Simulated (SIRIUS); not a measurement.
Here is a SIRIUS 7.10.0 calculation.

File sirius.json:

```json
{
  "control": {
    "processing_unit": "cpu",
    "verbosity": 2,
    "num_bands_to_print": 15,
    "print_forces": true,
    "print_stress": true
  },
  "parameters": {
    "electronic_structure_method": "pseudopotential",
    "xc_functionals": ["XC_GGA_X_PBE_R", "XC_GGA_C_PBE"],
    "gk_cutoff": 9.1,
    "pw_cutoff": 18.2,
    "ngridk": [7, 5, 2],
    "shiftk": [0, 0, 0],
    "smearing": "fermi_dirac",
    "smearing_width": 0.0018374661,
    "num_bands": 15,
    "num_mag_dims": 0,
    "num_dft_iter": 100,
    "energy_tol": 1e-08,
    "density_tol": 1e-06
  },
  "iterative_solver": {
    "type": "davidson",
    "min_tolerance": 1e-09,
    "tolerance_scale": [0.1, 0.25]
  },
  "mixer": {
    "type": "anderson",
    "beta": 0.7,
    "max_history": 8
  },
  "settings": {
    "tol_ne": 1e-10,
    "pseudo_grid_cutoff": 6.5
  },
  "unit_cell": {
    "lattice_vectors": [
      [-3.30667126994, 2.272064565948, -0.167025975758],
      [3.894336845087, 3.289870300781, -0.135394322589],
      [0.721748144347, -1.767615650727, -11.841719429503]
    ],
    "atom_coordinate_units": "lattice",
    "atom_types": ["C"],
    "atom_files": {
      "C": "C.json"
    },
    "atoms": {
      "C": [
        [0.16744224, 0.33884466, 0.49813473],
        [0.16792224, 0.83535197, 0.99768398],
        [0.83492593, 0.16799083, 0.00360103],
        [0.82970959, 0.65781254, 0.50058025]
      ]
    }
  }
}
```

Potentials or basis: PseudoDojo 0.4.1 PBE standard (scalar relativistic).

The run is started by

```console
$ upf_to_json C.upf
$ OMP_NUM_THREADS=1 sirius.scf --input=sirius.json --output=out.json --task=0
```

Question: Predict the largest force.

Answer: 3.637 eV/Å.

Question: What does it give for the pressure?

Answer: 19.2 GPa.

Question: What does it give for the band gap on the k mesh?

Answer: 0.16 eV.

Stress tensor (GPa, compression positive):
```
137.52 -97.29   5.84
-97.29 -87.60   4.73
  5.84   4.73   7.78
```

Caveat: the k mesh is coarse (spacing up to 0.50 Å⁻¹), so the values aren't converged; the potentials were made for another functional, which shifts forces and pressure; an odd mesh through Γ misses points on the zone boundary, where band edges often lie.
